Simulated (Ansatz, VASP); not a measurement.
# Cross-check of Al2O3 (Corundum) between VASP and Ansatz

Aim: how closely do two programs agree when they are given the same cell, functional and k mesh? The cell is taken from a series of runs on this material, whose earlier steps may have relaxed, scaled, displaced or heated it; both programs get it as it stands.

Method: plane waves, with VASP 6.6.1 beside it; zone-centre phonons at LDA, in Ansatz 0.2.0.

## Step 1: The structure

The structure is trigonal, space group R-3c (No. 167). The conventional cell has a = 4.761 Å, b = 4.761 Å, c = 12.996 Å, α = 90.00°, β = 90.00°, γ = 120.00°. Nearest to Al lie 6 O at 1.86 to 1.97 Å. Nearest to O lie 4 Al at 1.86 to 1.97 Å. Farther neighbours and most contacts between anions are not listed.

## Step 2: VASP: zone-centre phonons, LDA

Second derivatives magnify differences that forces hide, and they need a tight electronic threshold.

Lines of VASP's logs that name or quote its potential files are left out, and so is its time.

INCAR

```
SYSTEM = Al2O3
PREC = Accurate
ENCUT = 600
EDIFF = 1E-08
NELM = 120
ISMEAR = 0
SIGMA = 0.01
LREAL = .FALSE.
ALGO = Normal
GGA = CA
NBANDS = 34
LORBIT = 11
LWAVE = .FALSE.
LCHARG = .FALSE.
ISIF = 2
IBRION = 8
LEPSILON = .TRUE.
LASPH = .TRUE.
GGA_COMPAT = .FALSE.
EFERMI = MIDGAP
KPAR = 2
```

POSCAR

```
Al2O3
1.0
    2.3802500188      1.3742379891      4.3318670000
   -2.3802500188      1.3742379891      4.3318670000
    0.0000000000     -2.7484759782      4.3318670000
Al O
4 6
Direct
    0.3520371643      0.3520371643      0.3520371643
    0.1479628357      0.1479628357      0.1479628357
    0.6479628357      0.6479628357      0.6479628357
    0.8520371643      0.8520371643      0.8520371643
    0.5556425398      0.9443574602      0.2500000000
    0.2500000000      0.5556425398      0.9443574602
    0.9443574602      0.2500000000      0.5556425398
    0.4443574602      0.0556425398      0.7500000000
    0.7500000000      0.4443574602      0.0556425398
    0.0556425398      0.7500000000      0.4443574602
```

KPOINTS

```
Automatic mesh
0
Gamma
6 6 6
0 0 0
```

Potentials, in the order of the species: Al and O (LDA family, release 64).

Run with:

```
$ mpirun -np 2 vasp_std
```

Numbers of over 12 decimals in the logs are rounded to 6 here.

The log of the run:

```text
[banner, memory and clock lines left out]
running    2 mpi-ranks, on    1 nodes
 distrk:  each k-point on    1 cores,    2 groups
 distr:  one band on    1 cores,    1 groups

 POSCAR found type information on POSCAR AlO
 POSCAR found :  2 types and      10 ions
 LDA part: xc-table for (Slater(with rela. corr.)+CA(PZ))
 , standard interpolation
 POSCAR, INCAR and KPOINTS ok, starting setup
 FFT: planning ... GRIDC
 FFT: planning ... GRID_SOFT
 FFT: planning ... GRID
 WAVECAR not read
 entering main loop
       N       E                     dE             d eps       ncg     rms          rms(c)
DAV:   1     0.242361653743E+03    0.24236E+03   -0.27724E+04  2176   0.151E+03
DAV:   2    -0.778229601309E+02   -0.32018E+03   -0.30912E+03  2794   0.304E+02
DAV:   3    -0.913831471506E+02   -0.13560E+02   -0.13516E+02  2814   0.643E+01
DAV:   4    -0.914861355145E+02   -0.10299E+00   -0.10292E+00  2704   0.644E+00
DAV:   5    -0.914871441902E+02   -0.10087E-02   -0.10085E-02  2760   0.636E-01    0.175E+01
DAV:   6    -0.833005276611E+02    0.81866E+01   -0.30189E+01  2644   0.291E+01    0.628E+00
DAV:   7    -0.831957570343E+02    0.10477E+00   -0.85989E-01  2654   0.462E+00    0.320E+00
DAV:   8    -0.831146798581E+02    0.81077E-01   -0.79678E-02  2682   0.213E+00    0.734E-01
DAV:   9    -0.831077264449E+02    0.69534E-02   -0.13569E-02  2782   0.612E-01    0.268E-01
DAV:  10    -0.831077944603E+02   -0.68015E-04   -0.48453E-04  2552   0.139E-01    0.629E-02
DAV:  11    -0.831077732794E+02    0.21181E-04   -0.13714E-04  2702   0.689E-02    0.259E-02
DAV:  12    -0.831077735006E+02   -0.22122E-06   -0.41208E-06  2726   0.138E-02    0.659E-03
DAV:  13    -0.831077731552E+02    0.34541E-06   -0.12994E-06  2676   0.667E-03    0.164E-03
DAV:  14    -0.831077731521E+02    0.30441E-08   -0.57763E-08  2646   0.144E-03
   1 F= -.83107773E+02 E0= -.83107773E+02  d E =0.000000E+00
 Linear response reoptimize wavefunctions to high precision
DAV:   1    -0.831077731523E+02   -0.18235E-09   -0.31173E-09  1834   0.309E-04
DAV:   2    -0.831077731522E+02    0.94587E-10   -0.46710E-10  1430   0.134E-04
 Linear response G [H, r] |phi>, progress :
  Direction:   1
       N       E                     dE             d eps       ncg     rms
RMM:   1    -0.196306830671E+03   -0.19631E+03    0.13051E+02  5051   0.922E+01
RMM:   2    -0.171049024588E+03    0.25258E+02   -0.10579E+01  3763   0.183E+01
RMM:   3    -0.171096086916E+03   -0.47062E-01   -0.10840E-01  3922   0.181E+00
RMM:   4    -0.171097637500E+03   -0.15506E-02   -0.19199E-03  4087   0.234E-01
RMM:   5    -0.171097668271E+03   -0.30771E-04    0.60400E-05  4143   0.388E-02
RMM:   6    -0.171097666223E+03    0.20487E-05    0.12892E-04  4182   0.141E-02
RMM:   7    -0.171097665394E+03    0.82853E-06    0.13297E-04  4193   0.114E-02
RMM:   8    -0.171097662022E+03    0.33722E-05    0.18521E-04  4109   0.111E-02
RMM:   9    -0.171097660155E+03    0.18666E-05    0.25156E-04  3879   0.111E-02
RMM:  10    -0.171097656945E+03    0.32107E-05    0.37029E-04  3857   0.112E-02
 Linear response G [H, r] |phi>, progress :
  Direction:   2
       N       E                     dE             d eps       ncg     rms
RMM:   1    -0.197941871939E+03   -0.19794E+03    0.12685E+02  5020   0.924E+01
RMM:   2    -0.172990450594E+03    0.24951E+02   -0.10594E+01  3770   0.183E+01
RMM:   3    -0.173037689921E+03   -0.47239E-01   -0.10680E-01  3916   0.179E+00
RMM:   4    -0.173039052929E+03   -0.13630E-02   -0.21473E-03  4079   0.234E-01
RMM:   5    -0.173039076391E+03   -0.23462E-04   -0.93901E-05  4140   0.374E-02
RMM:   6    -0.173039076693E+03   -0.30136E-06   -0.52036E-05  4183   0.131E-02
RMM:   7    -0.173039075200E+03    0.14924E-05   -0.35731E-05  4192   0.104E-02
RMM:   8    -0.173039073949E+03    0.12516E-05   -0.19129E-05  4105   0.102E-02
RMM:   9    -0.173039074725E+03   -0.77645E-06   -0.27180E-06  3870   0.101E-02
RMM:  10    -0.173039075799E+03   -0.10742E-05    0.83964E-05  3840   0.102E-02
 Linear response G [H, r] |phi>, progress :
  Direction:   3
       N       E                     dE             d eps       ncg     rms
RMM:   1    -0.196363821452E+03   -0.19636E+03    0.12430E+02  4905   0.923E+01
RMM:   2    -0.172008109072E+03    0.24356E+02   -0.98892E+00  3792   0.176E+01
RMM:   3    -0.172050061669E+03   -0.41953E-01   -0.10080E-01  3868   0.173E+00
RMM:   4    -0.172051463358E+03   -0.14017E-02   -0.17162E-03  4001   0.217E-01
RMM:   5    -0.172051485426E+03   -0.22068E-04   -0.90006E-07  4095   0.353E-02
RMM:   6    -0.172051485494E+03   -0.68107E-07    0.41516E-05  4159   0.121E-02
RMM:   7    -0.172051485197E+03    0.29702E-06    0.49406E-05  4177   0.957E-03
RMM:   8    -0.172051485120E+03    0.76846E-07    0.48431E-05  4036   0.932E-03
RMM:   9    -0.172051485126E+03   -0.58272E-08    0.65253E-05  3840   0.930E-03
RMM:  10    -0.172051485724E+03   -0.59786E-06    0.11258E-04  3791   0.933E-03
 Linear response to external field (no local field effect), progress :
  Direction:   1
[...]
RMM:  11    -0.562991903492E+00   -0.97944E-07    0.21182E-08  6966   0.542E-04    0.490E-06
 change of polarisation eV/A/(eV/A) component  2 :    -0.016     1.059    -0.000
 dielectric tensor                  component  2 :    -0.035     3.253    -0.000
 Linear response to external field, progress :
  Direction:   3
[...]
RMM:   7    -0.829651926774E-02    0.16572E-05   -0.62252E-07  5103   0.161E-03    0.481E-04
RMM:   8    -0.829674380646E-02   -0.22454E-06    0.38429E-07  5168   0.549E-04    0.128E-04
RMM:   9    -0.829675707916E-02   -0.13273E-07   -0.10309E-08  5165   0.164E-04    0.334E-05
RMM:  10    -0.829678715380E-02   -0.30075E-07    0.24734E-07  5197   0.840E-05    0.147E-05
RMM:  11    -0.829676957774E-02    0.17576E-07    0.96339E-08  5202   0.596E-05    0.265E-06
RMM:  12    -0.829677458991E-02   -0.50122E-08    0.12590E-07  5208   0.493E-05    0.748E-07
RMM:  13    -0.829677355259E-02    0.10373E-08    0.16713E-07  4992   0.477E-05    0.511E-07
RMM:  14    -0.829677281848E-02    0.73411E-09    0.13822E-07  4950   0.471E-05    0.183E-07
RMM:  15    -0.829677320736E-02   -0.38888E-09    0.13147E-07  4940   0.467E-05    0.775E-08
 first order change of Fermi-energy   0.43721E-01
 force on displaced ion       1 direction 3 :  -0.000   0.000 -18.222
 Born effective charge ion    1 direction 3 :   0.000  -0.000   2.925
 Linear response progress:
  Degree of freedom:   3/  5
       N       E                     dE             d eps       ncg     rms          rms(c)
RMM:   1    -0.368378459087E+00   -0.36838E+00    0.38770E-01  8833   0.303E+00
RMM:   2    -0.363912051913E+00    0.44664E-02   -0.65939E-03  7973   0.394E-01    0.172E-01
RMM:   3    -0.364866530585E+00   -0.95448E-03   -0.12336E-03  7447   0.162E-01    0.857E-02
RMM:   4    -0.366674314848E+00   -0.18078E-02   -0.11124E-03  7868   0.142E-01    0.184E-02
RMM:   5    -0.366678341251E+00   -0.40264E-05   -0.38993E-05  8614   0.279E-02    0.680E-03
RMM:   6    -0.366714635085E+00   -0.36294E-04   -0.11115E-06  8842   0.539E-03    0.122E-03
RMM:   7    -0.366721709581E+00   -0.70745E-05   -0.15375E-07  8835   0.106E-03    0.595E-04
RMM:   8    -0.366722191084E+00   -0.48150E-06   -0.91501E-08  8848   0.524E-04    0.166E-04
RMM:   9    -0.366721305318E+00    0.88577E-06   -0.11629E-07  8824   0.330E-04    0.687E-05
RMM:  10    -0.366721476701E+00   -0.17138E-06   -0.69452E-07  8890   0.302E-04    0.108E-05
RMM:  11    -0.366721413057E+00    0.63644E-07   -0.86729E-07  8962   0.294E-04    0.381E-06
RMM:  12    -0.366721451292E+00   -0.38235E-07   -0.22197E-07  8998   0.292E-04    0.133E-06
RMM:  13    -0.366721445115E+00    0.61766E-08   -0.22273E-07  8952   0.291E-04    0.542E-07
RMM:  14    -0.366721451430E+00   -0.63148E-08   -0.17874E-07  9000   0.290E-04    0.223E-07
RMM:  15    -0.366721449437E+00    0.19929E-08   -0.10071E-07  9049   0.288E-04    0.103E-07
RMM:  16    -0.366721449783E+00   -0.34588E-09   -0.69989E-08  9176   0.288E-04    0.821E-08
 first order change of Fermi-energy   0.37092E+00
 force on displaced ion       5 direction 1 : -17.594   0.000   0.000
 Born effective charge ion    5 direction 1 :  -2.067   0.000   0.000
 Linear response progress:
  Degree of freedom:   4/  5
       N       E                     dE             d eps       ncg     rms          rms(c)
RMM:   1    -0.368395947019E+00   -0.36840E+00    0.36101E-01 14789   0.299E+00
RMM:   2    -0.363931959396E+00    0.44640E-02   -0.60133E-03 13002   0.380E-01    0.168E-01
RMM:   3    -0.364910083646E+00   -0.97812E-03   -0.11283E-03 12127   0.155E-01    0.838E-02
RMM:   4    -0.366716081127E+00   -0.18060E-02   -0.10755E-03 12845   0.141E-01    0.172E-02
RMM:   5    -0.366671539338E+00    0.44542E-04   -0.37863E-05 14186   0.287E-02    0.457E-03
RMM:   6    -0.366728061171E+00   -0.56522E-04   -0.67509E-07 14535   0.454E-03    0.140E-03
RMM:   7    -0.366719416860E+00    0.86443E-05   -0.10656E-07 14534   0.152E-03    0.660E-04
RMM:   8    -0.366726586728E+00   -0.71699E-05   -0.20678E-07 14595   0.829E-04    0.162E-04
RMM:   9    -0.366726193891E+00    0.39284E-06   -0.13187E-07 14608   0.339E-04    0.790E-05
RMM:  10    -0.366726289875E+00   -0.95984E-07   -0.48983E-07 14649   0.315E-04    0.123E-05
RMM:  11    -0.366726267241E+00    0.22634E-07   -0.44925E-07 14848   0.304E-04    0.605E-06
RMM:  12    -0.366726307107E+00   -0.39866E-07   -0.48995E-07 14873   0.303E-04    0.155E-06
RMM:  13    -0.366726300628E+00    0.64781E-08   -0.30955E-07 14965   0.302E-04    0.556E-07
RMM:  14    -0.366726303135E+00   -0.25062E-08   -0.15729E-07 14899   0.300E-04    0.240E-07
RMM:  15    -0.366726302724E+00    0.41056E-09   -0.15439E-07 15163   0.299E-04    0.108E-07
RMM:  16    -0.366726302979E+00   -0.25495E-09   -0.85746E-08 15372   0.298E-04    0.111E-07
 first order change of Fermi-energy  -0.99966E-05
 force on displaced ion       5 direction 2 :  -0.002 -18.221   5.566
 Born effective charge ion    5 direction 2 :   0.000  -1.870   0.345
 Linear response progress:
  Degree of freedom:   5/  5
       N       E                     dE             d eps       ncg     rms          rms(c)
RMM:   1    -0.368810916311E+00   -0.36881E+00    0.36337E-01 14646   0.298E+00
RMM:   2    -0.364741236857E+00    0.40697E-02   -0.60195E-03 13288   0.378E-01    0.166E-01
RMM:   3    -0.365754436658E+00   -0.10132E-02   -0.11217E-03 12071   0.154E-01    0.827E-02
RMM:   4    -0.367558267965E+00   -0.18038E-02   -0.10655E-03 12967   0.137E-01    0.182E-02
RMM:   5    -0.367519825594E+00    0.38442E-04   -0.51960E-05 13808   0.326E-02    0.489E-03
RMM:   6    -0.367615400804E+00   -0.95575E-04   -0.51453E-06 14454   0.877E-03    0.154E-03
RMM:   7    -0.367614885004E+00    0.51580E-06   -0.10876E-07 14479   0.154E-03    0.483E-04
RMM:   8    -0.367617656382E+00   -0.27714E-05   -0.56455E-09 14553   0.473E-04    0.191E-04
RMM:   9    -0.367617487981E+00    0.16840E-06    0.12986E-07 14573   0.301E-04    0.375E-05
RMM:  10    -0.367617463310E+00    0.24670E-07    0.33577E-07 14614   0.267E-04    0.145E-05
RMM:  11    -0.367617439236E+00    0.24075E-07   -0.19939E-07 14763   0.259E-04    0.263E-06
RMM:  12    -0.367617461623E+00   -0.22387E-07   -0.19814E-07 14762   0.258E-04    0.740E-07
RMM:  13    -0.367617465526E+00   -0.39024E-08   -0.22454E-07 14763   0.257E-04    0.372E-07
RMM:  14    -0.367617465331E+00    0.19441E-09   -0.12651E-07 14738   0.256E-04    0.144E-07
RMM:  15    -0.367617464861E+00    0.46992E-09   -0.12000E-07 14984   0.254E-04    0.104E-07
RMM:  16    -0.367617464734E+00    0.12687E-09   -0.44482E-08 15213   0.254E-04    0.905E-08
 first order change of Fermi-energy   0.30419E-04
 force on displaced ion       5 direction 3 :   0.001   5.563 -15.229
 Born effective charge ion    5 direction 3 :  -0.000   0.252  -1.950
 Born effective charges drift removed
 Linear response finished
```

(Part 1 of 3 ends here.)

[Lines on the potential files, build, host, timing and source positions are cut from VASP's logs without a mark.]

[Logs are printed without paths, hosts, clocks, repeated set-up lines and the standing remarks that a program may print on its own settings, such as how far it seeks lower states.]

[Hosts, paths, dates, database ids (printed as entryN), source tags and the programs' standing remarks are cut or masked in the printed files.]
